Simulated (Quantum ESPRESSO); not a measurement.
# GaN (F-43m) in Quantum ESPRESSO: a series of runs

Aim: see how the results for GaN move with the level of theory and the settings. Levels: PW91, revPBE, vdW-DF-cx. Tasks: phonons.

Program: Quantum ESPRESSO 7.5. These are calculated values, not measurements. Logs are shortened: lines on timing, memory, paths and dates and some standing lists are left out, and cuts for length are marked.

### 1 Starting point

The structure is cubic, space group F-43m (No. 216). The conventional cell has a = 4.507 Å, b = 4.507 Å, c = 4.507 Å, α = 90.00°, β = 90.00°, γ = 90.00°. Around Ga (site symmetry -43m) lie 4 N at 1.95 Å. N (site symmetry -43m) is surrounded by 4 Ga at 1.95 Å.

The cell is a database's computed one.

### 2 Phonons, PW91

Contents of pw.in:

```
&CONTROL
  calculation = 'scf'
  prefix = 'pwscf'
  outdir = './tmp'
  pseudo_dir = './pseudo'
  tprnfor = .true.
  tstress = .true.
  disk_io = 'low'
/
&SYSTEM
  ibrav = 0
  A = 3.18693112
  nat = 2
  ntyp = 2
  ecutwfc = 56
  ecutrho = 448
  nbnd = 19
  input_dft = 'pw91'
  occupations = 'smearing'
  smearing = 'fd'
  degauss = 0.00367493
/
&ELECTRONS
  conv_thr = 4d-10
  electron_maxstep = 120
  mixing_beta = 0.5
/
ATOMIC_SPECIES
Ga    69.7230 ga_pbe_v1.4.uspp.F.UPF
N     14.0070 n_pbe_v1.2.uspp.F.UPF
CELL_PARAMETERS alat
   0.0000000000    0.7071067816    0.7071067816
   0.7071067816    0.0000000000    0.7071067816
   0.7071067816    0.7071067816    0.0000000000
ATOMIC_POSITIONS alat
Ga     0.0000000000    0.0000000000    0.0000000000
N      0.3535533908    0.3535533908    0.3535533908
K_POINTS automatic
8 8 8 1 1 1
```

Contents of relax.in:

```
&CONTROL
  calculation = 'vc-relax'
  prefix = 'pwscf'
  outdir = './tmp'
  pseudo_dir = './pseudo'
  tprnfor = .true.
  tstress = .true.
  disk_io = 'low'
  nstep = 40
  forc_conv_thr = 0.0001
  etot_conv_thr = 1d-06
/
&SYSTEM
  ibrav = 0
  A = 3.18693112
  nat = 2
  ntyp = 2
  ecutwfc = 56
  ecutrho = 448
  nbnd = 19
  input_dft = 'pw91'
  occupations = 'smearing'
  smearing = 'fd'
  degauss = 0.00367493
/
&ELECTRONS
  conv_thr = 4d-10
  electron_maxstep = 120
  mixing_beta = 0.5
/
&IONS
  ion_dynamics = 'bfgs'
/
&CELL
  cell_dynamics = 'bfgs'
  press = 0
  press_conv_thr = 0.2
/
ATOMIC_SPECIES
Ga    69.7230 ga_pbe_v1.4.uspp.F.UPF
N     14.0070 n_pbe_v1.2.uspp.F.UPF
CELL_PARAMETERS alat
   0.0000000000    0.7071067816    0.7071067816
   0.7071067816    0.0000000000    0.7071067816
   0.7071067816    0.7071067816    0.0000000000
ATOMIC_POSITIONS alat
Ga     0.0000000000    0.0000000000    0.0000000000
N      0.3535533908    0.3535533908    0.3535533908
K_POINTS automatic
8 8 8 1 1 1
```

Contents of gamma.in:

```
&CONTROL
  calculation = 'bands'
  prefix = 'pwscf'
  outdir = './tmp'
  pseudo_dir = './pseudo'
  disk_io = 'low'
  verbosity = 'high'
/
&SYSTEM
  ibrav = 0
  A = 3.2156095
  nat = 2
  ntyp = 2
  ecutwfc = 56
  ecutrho = 448
  nbnd = 19
  input_dft = 'pw91'
  occupations = 'smearing'
  smearing = 'fd'
  degauss = 0.00367493
/
&ELECTRONS
  conv_thr = 1d-08
  electron_maxstep = 120
  mixing_beta = 0.5
  diago_full_acc = .true.
  startingwfc = 'random'
/
ATOMIC_SPECIES
Ga    69.7230 ga_pbe_v1.4.uspp.F.UPF
N     14.0070 n_pbe_v1.2.uspp.F.UPF
CELL_PARAMETERS alat
   0.0000000000    0.7071067810    0.7071067810
   0.7071067810    0.0000000000    0.7071067810
   0.7071067810    0.7071067810    0.0000000000
ATOMIC_POSITIONS alat
Ga     0.0000000000    0.0000000000    0.0000000000
N      0.3535533905    0.3535533905    0.3535533905
K_POINTS crystal
1
0.0 0.0 0.0 1
```

Contents of scf2.in:

```
&CONTROL
  calculation = 'scf'
  prefix = 'pwscf'
  outdir = './tmp'
  pseudo_dir = './pseudo'
  tprnfor = .true.
  tstress = .true.
  disk_io = 'low'
/
&SYSTEM
  ibrav = 0
  A = 3.2156095
  nat = 2
  ntyp = 2
  ecutwfc = 56
  ecutrho = 448
  nbnd = 19
  input_dft = 'pw91'
  occupations = 'fixed'
/
&ELECTRONS
  conv_thr = 1d-13
  electron_maxstep = 120
  mixing_beta = 0.5
  startingpot = 'file'
/
ATOMIC_SPECIES
Ga    69.7230 ga_pbe_v1.4.uspp.F.UPF
N     14.0070 n_pbe_v1.2.uspp.F.UPF
CELL_PARAMETERS alat
   0.0000000000    0.7071067810    0.7071067810
   0.7071067810    0.0000000000    0.7071067810
   0.7071067810    0.7071067810    0.0000000000
ATOMIC_POSITIONS alat
Ga     0.0000000000    0.0000000000    0.0000000000
N      0.3535533905    0.3535533905    0.3535533905
K_POINTS automatic
8 8 8 1 1 1
```

Contents of ph.in:

```
phonons of GaN
&INPUTPH
  prefix = 'pwscf'
  outdir = './tmp'
  tr2_ph = 1d-18
  fildyn = 'dyn'
  niter_ph = 90
  alpha_mix(1) = 0.7
  epsil = True
/
0.0000000000 0.0000000000 0.0000000000
```

Contents of dynmat.in:

```
&INPUT
  fildyn = 'dyn'
  asr = 'crystal'
  lperm = .true.
  filout = 'dynmat.disp'
  fileig = 'dynmat.eig'
/
```

Contents of dynmat_lo.in:

```
&INPUT
  fildyn = 'dyn'
  asr = 'crystal'
  filout = 'dynmat_lo.disp'
  fileig = 'dynmat_lo.eig'
  q(1) = 0
  q(2) = 0
  q(3) = 1
/
```

Potentials or basis: GBRV 1.5 PBE.

The run is started by

```bash
$ OMP_NUM_THREADS=1 mpirun -n 4 pw.x -nk 4 -in pw.in > pw.out
$ OMP_NUM_THREADS=1 mpirun -n 4 pw.x -nk 4 -in relax.in > relax.out
$ OMP_NUM_THREADS=1 mpirun -n 4 pw.x -in gamma.in > gamma.out
$ OMP_NUM_THREADS=1 mpirun -n 4 pw.x -nk 4 -in scf2.in > scf2.out
$ OMP_NUM_THREADS=1 mpirun -n 4 ph.x -nk 4 -in ph.in > ph.out
$ OMP_NUM_THREADS=1 mpirun -n 1 dynmat.x -in dynmat.in > dynmat.out
$ OMP_NUM_THREADS=1 mpirun -n 1 dynmat.x -in dynmat_lo.in > dynmat_lo.out
```

pw.out:

```text
This program is part of the open-source Quantum ESPRESSO suite
     for quantum simulation of materials; please cite
         "P. Giannozzi et al., J. Phys.:Condens. Matter 21 395502 (2009);
         "P. Giannozzi et al., J. Phys.:Condens. Matter 29 465901 (2017);
         "P. Giannozzi et al., J. Chem. Phys. 152 154105 (2020);
     in publications or presentations arising from this work. More details at

     IMPORTANT: XC functional enforced from input :
     Exchange-correlation= PW91
                           (   1   4   2   2   0   0   0)
     Any further DFT definition will be discarded
     Please, verify this is what you really want

     Message from routine setup:
     using ibrav=0 with symmetry is DISCOURAGED, use correct ibrav instead

     K-points division:     npool     =       4
     Subspace diagonalization in iterative solution of the eigenvalue problem:
     a serial algorithm will be used

     G-vector sticks info
     --------------------
     sticks:   dense  smooth     PW     G-vecs:    dense   smooth      PW
     Sum        1123     559    187                24693     8801    1639

     Using Slab Decomposition

     bravais-lattice index     =            0
     lattice parameter (alat)  =       6.0224  a.u.
     unit-cell volume          =     154.4542 (a.u.)^3
     number of atoms/cell      =            2
     number of atomic types    =            2
     number of electrons       =        24.00
     number of Kohn-Sham states=           19
     kinetic-energy cutoff     =      56.0000  Ry
     charge density cutoff     =     448.0000  Ry
     scf convergence threshold =      4.0E-10
     mixing beta               =       0.5000
     number of iterations used =            8  plain     mixing
     Exchange-correlation= PW91
                           (   1   4   2   2   0   0   0)

     celldm(1)=   6.022427  celldm(2)=   0.000000  celldm(3)=   0.000000
     celldm(4)=   0.000000  celldm(5)=   0.000000  celldm(6)=   0.000000

     crystal axes: (cart. coord. in units of alat)
               a(1) = (   0.000000   0.707107   0.707107 )
               a(2) = (   0.707107   0.000000   0.707107 )
               a(3) = (   0.707107   0.707107   0.000000 )

     reciprocal axes: (cart. coord. in units 2 pi/alat)
               b(1) = ( -0.707107  0.707107  0.707107 )
               b(2) = (  0.707107 -0.707107  0.707107 )
               b(3) = (  0.707107  0.707107 -0.707107 )

     PseudoPot. # 1 for Ga read from file:
     ga_pbe_v1.4.uspp.F.UPF
     Pseudo is Ultrasoft + core correction, Zval = 19.0
     Generated by new atomic code, or converted to UPF format
     Using radial grid of  871 points,  6 beta functions with:
                l(1) =   0
                l(2) =   0
                l(3) =   1
                l(4) =   1
                l(5) =   2
                l(6) =   2
     Q(r) pseudized with  8 coefficients,  rinner =    1.250   1.250   1.250
                                                       1.250   1.250

     PseudoPot. # 2 for N  read from file:
     n_pbe_v1.2.uspp.F.UPF
     Pseudo is Ultrasoft + core correction, Zval =  5.0
     Generated by new atomic code, or converted to UPF format
     Using radial grid of  729 points,  4 beta functions with:
                l(1) =   0
                l(2) =   0
                l(3) =   1
                l(4) =   1
     Q(r) pseudized with  8 coefficients,  rinner =    0.900   0.900   0.900

     atomic species   valence    mass     pseudopotential
     Ga               19.00    69.72300     Ga( 1.00)
     N                 5.00    14.00700     N ( 1.00)

     24 Sym. Ops. (no inversion) found

   Cartesian axes

     site n.     atom                  positions (alat units)
         1        Ga     tau(   1) = (   0.0000000   0.0000000   0.0000000  )
         2        N      tau(   2) = (   0.3535534   0.3535534   0.3535534  )

     number of k points=    60  Fermi-Dirac smearing, width (Ry)=  0.0037
                       cart. coord. in units 2pi/alat
        k(    1) = (   0.0441942   0.0441942   0.0441942), wk =   0.0078125
        k(    2) = (   0.1325825   0.1325825  -0.0441942), wk =   0.0234375
        k(    3) = (   0.2209709   0.2209709  -0.1325825), wk =   0.0234375
        k(    4) = (   0.3093592   0.3093592  -0.2209709), wk =   0.0234375
        k(    5) = (  -0.3093592  -0.3093592   0.3977476), wk =   0.0234375
        k(    6) = (  -0.2209709  -0.2209709   0.3093592), wk =   0.0234375
[... 52 lines left out ...]
        k(   59) = (   0.3093592   0.3093592   0.3093592), wk =   0.0078125
        k(   60) = (  -0.3093592  -0.3093592   0.9280776), wk =   0.0234375

     Dense  grid:    24693 G-vectors     FFT dimensions: (  45,  45,  45)

     Smooth grid:     8801 G-vectors     FFT dimensions: (  30,  30,  30)

     Check: negative core charge=   -0.000001

     Initial potential from superposition of free atoms

     starting charge      23.0000, renormalised to      24.0000
     Starting wfcs are   16 randomized atomic wfcs +    3 random wfcs

     Self-consistent Calculation

     iteration #  1     ecut=    56.00 Ry     beta= 0.50
     Davidson diagonalization with overlap
     ethr =  1.00E-02,  avg # of iterations =  5.6

     total energy              =    -433.18714228 Ry
     estimated scf accuracy    <       5.52260207 Ry
[... 57 lines left out ...]
     iteration # 10     ecut=    56.00 Ry     beta= 0.50
     Davidson diagonalization with overlap
     ethr =  1.20E-11,  avg # of iterations =  2.1

     End of self-consistent calculation

          k = 0.0442 0.0442 0.0442 (  1085 PWs)   bands (ev):

   -81.9819 -81.9819 -81.9819  -5.1145  -2.7003  -2.7003  -2.6914  -2.3865
    -2.3865  10.2423  10.7175  10.7175  12.9186  20.8389  21.1277  21.1277
    28.5142  28.7812  28.7812
[... 153 lines left out ...]
   -81.9832 -81.9825 -81.9824  -4.0956  -2.6142  -2.4131  -2.4089  -2.3126
    -0.7126   4.7104   7.9006   8.1171  14.3439  17.5279  22.3788  24.5726
    24.5773  32.7038  35.0615

          k =-0.5745 0.1326-0.0442 (  1089 PWs)   bands (ev):

   -81.9831 -81.9825 -81.9824  -4.1259  -2.5869  -2.4743  -2.4315  -2.3239
    -0.9496   5.1301   7.7425   8.2525  15.1968  17.9964  21.7085  23.7502
    24.6095  33.0542  33.4148

          k =-0.4861 0.2210-0.1326 (  1093 PWs)   bands (ev):

   -81.9830 -81.9824 -81.9822  -4.1862  -2.5916  -2.5321  -2.4455  -2.3359
    -1.1321   4.9207   7.9969   8.9541  16.4516  18.3426  20.7744  22.7227
    25.4208  31.0996  32.0224

          k =-0.4861 0.0442 0.0442 (  1083 PWs)   bands (ev):

   -81.9829 -81.9823 -81.9823  -4.2073  -2.5749  -2.4815  -2.4806  -2.3263
    -1.5435   5.8994   8.4726   8.6056  15.0846  17.7610  21.7510  23.6790
    23.9129  33.1281  33.1583

          k =-0.3977 0.1326-0.0442 (  1085 PWs)   bands (ev):

   -81.9828 -81.9823 -81.9822  -4.3271  -2.5796  -2.5545  -2.4896  -2.3420
    -1.8695   6.3661   8.6918   9.2432  15.8492  18.2367  21.0165  22.8545
    24.2450  31.1359  32.3113

          k =-0.3094 0.0442 0.0442 (  1087 PWs)   bands (ev):
[... 169 lines left out ...]
   -81.9832 -81.9823 -81.9821  -4.2214  -2.6142  -2.5876  -2.3672  -2.3477
    -1.0226   3.9731   8.8304   9.5978  16.2578  18.6528  21.0645  21.5896
    27.3332  29.7900  29.8099

     the Fermi energy is    11.8142 ev

!    total energy              =    -435.78280110 Ry
     estimated scf accuracy    <          2.5E-11 Ry
     smearing contrib. (-TS)   =      -0.00000000 Ry
     internal energy E=F+TS    =    -435.78280110 Ry

     The total energy is F=E-TS. E is the sum of the following terms:
     one-electron contribution =    -337.23086408 Ry
     hartree contribution      =     181.44582075 Ry
     xc contribution           =     -54.31675978 Ry
     ewald contribution        =    -225.68099800 Ry

     convergence has been achieved in  10 iterations

     Forces acting on atoms (cartesian axes, Ry/au):

     atom    1 type  1   force =     0.00000000    0.00000000    0.00000000
     atom    2 type  2   force =     0.00000000    0.00000000    0.00000000

     Total force =     0.000000     Total SCF correction =     0.000000

     Computing stress (Cartesian axis) and pressure

          total   stress  (Ry/bohr**3)                   (kbar)     P=       49.61
   0.00033726   0.00000000   0.00000000           49.61        0.00        0.00
   0.00000000   0.00033726   0.00000000            0.00       49.61        0.00
   0.00000000   0.00000000   0.00033726            0.00        0.00       49.61

=------------------------------------------------------------------------------=
   JOB DONE.
=------------------------------------------------------------------------------=
```

It took 7 min on 4 MPI ranks of Intel Xeon at 2.50GHz (Skylake/Cascade Lake), shared host; peak memory 0.44 GiB.

What came out:

- Free energy: -5929.1371 eV
- Relaxed volume: 11.76 Å³/atom
- Relaxed cell: a = 3.216 Å, b = 3.216 Å, c = 3.216 Å, α = 60.00°, β = 60.00°, γ = 60.00°
- Space group after relaxing (to 0.05 Å): F-43m (No. 216)
- Pressure after relaxing: 0.0 GPa
- Electronic dielectric tensor (diagonal): 6.08
- Born charges (mean of the diagonal): Ga +2.69; N -2.69 e
- Highest phonon frequency at Γ, LO-TO splitting left out: 517 cm⁻¹
- Most unstable mode: 26i cm⁻¹
- Static dielectric tensor (diagonal): 10.94

Step by step:
```tsv
step	energy change (eV)	largest force (eV/Å)	pressure (GPa)	volume (Å³)
1	0.0000	0.0000	4.96	22.89
2	-0.0093	0.0000	0.27	23.47
3	-0.0094	0.0000	0.03	23.51
4	-0.0094	0.0000	-0.01	23.51
```

Final structure:
```yaml
crystal:
  lattice:
    - [0.00000, 2.27378, 2.27378]
    - [2.27378, 0.00000, 2.27378]
    - [2.27378, 2.27378, 0.00000]
  atoms:
    - { symbol: Ga, position: [0.00000, 0.00000, 0.00000] }
    - { symbol: N, position: [0.25000, 0.25000, 0.25000] }
```

Levels at points of the mesh, in eV from the valence-band top:
| k point | band 8 | band 9 | band 10 | band 11 | band 12 | band 13 | band 14 | band 15 | band 16 | band 17 |
| --- | --- | --- | --- | --- | --- | --- | --- | --- | --- | --- |
| (0.06, 0.06, 0.06) | -13.11 | -13.11 | -0.49 | 0.00 | 0.00 | 2.04 | 9.95 | 10.24 | 10.24 | 17.49 |

Phonon frequencies in cm⁻¹ (negative: imaginary):
| q point | frequencies |
| --- | --- |
| (0.000, 0.000, 0.000) | -26 -26 -26 517 517 517 |

Electronic dielectric tensor:
```
6.08 0.00 0.00
0.00 6.08 0.00
0.00 0.00 6.08
```

Born effective charge tensors (e):
atom 1, Ga
```
2.69 0.00 0.00
0.00 2.69 0.00
0.00 0.00 2.69
```
atom 2, N
```
-2.69  0.00  0.00
 0.00 -2.69  0.00
 0.00  0.00 -2.69
```

Optical modes at Γ, degenerate ones joined, polar ones without the macroscopic field:
```csv
cm⁻¹,components,symmetry,active in,"IR intensity, summed ((D/Å)²/amu)"
516,3,T2,IR and Raman,42.85
```

Zone-centre frequencies without and with the macroscopic field along z (cm⁻¹):
|  | optical modes in rising order |
| --- | --- |
| without | 516 516 516 |
| with the field | 516 516 692 |

Static dielectric tensor, electrons and zone-centre modes:
```
10.94  0.00  0.00
 0.00 10.94  0.00
 0.00  0.00 10.94
```

Caveat: the potentials were made for another functional, which shifts forces and pressure; before the sum rule the acoustic modes lie tens of cm⁻¹ from zero, a sign that the density grid also shifts the optical modes.

(Continued in part 2 of 3.)
